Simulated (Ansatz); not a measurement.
This Ansatz 0.2.0 run on NbP needs a look.

Contents of input.yaml:

```yaml
crystal:
  lattice:
    - [-1.6749232544, 1.6749232544, 5.7401081759]
    - [1.6749232544, -1.6749232544, 5.7401081759]
    - [1.6749232544, 1.6749232544, -5.7401081759]
  atoms:
    - { symbol: Nb, position: [0.2498808, 0.7498808, 0.5] }
    - { symbol: Nb, position: [0.4998808, 0.4998808, 0.0] }
    - { symbol: P, position: [0.83274777, 0.33274777, 0.5] }
    - { symbol: P, position: [0.08274777, 0.08274777, 0.0] }
hamiltonian:
  xc: pbesol
  pseudopotentials: { kind: paw }
kpoints:
  mp_grid: { grid: [11, 11, 11] }
scf:
  occupations: { method: fermi_dirac, width: 0.05 }
  max_iter: 60
output:
  forces: true
  stress: true
  eigenvalues: true
relax:
  f_tol: 0.01
  max_steps: 40
  cell: { stress_tol: 0.05 }
ENCUT: 60
```

Potentials or basis: Ansatz PAW.

Run with:

```sh
$ ansatz run input.yaml --threads 2 --pin off --max-ram 5632MiB --backend cpu --events-out ev --progress --plain --runs-dir out
```

Output:

```text
Error: YAML parse error: error: line 27 column 1: unknown field `ENCUT`, expected one of crystal, accuracy, basis, kpoints, hamiltonian, magnetization, projection, total_charge, correlation, batch, efield, external_charges, scf, relax, neb, saddle, md, ramp, phonons, dielectric, real_time, elastic, magnetic_configurations, gw, evaluate, workflow, output, checkpoint, execution
  --> <input>:27:1
   |
25 |   max_steps: 40
26 |   cell: { stress_tol: 0.05 }
27 | ENCUT: 60
   | ^ unknown field `ENCUT`, expected one of crystal, accuracy, basis, kpoints, hamiltonian, magnetization, projection, total_charge, correlation, batch, efield, external_charges, scf, relax, neb, saddle, md, ramp, phonons, dielectric, real_time, elastic, magnetic_configurations, gw, evaluate, workflow, output, checkpoint, execution
```

Question: How did it end, and where is the flaw?

Answer: The input was rejected before any iteration. The input holds a flaw that was put in on purpose: a keyword of another program (ENCUT = 60).

A sound run on the same cell differs in these lines of the main input:
```diff
@@ -18 +17,0 @@
-  max_iter: 60
@@ -27 +25,0 @@
-ENCUT: 60
```
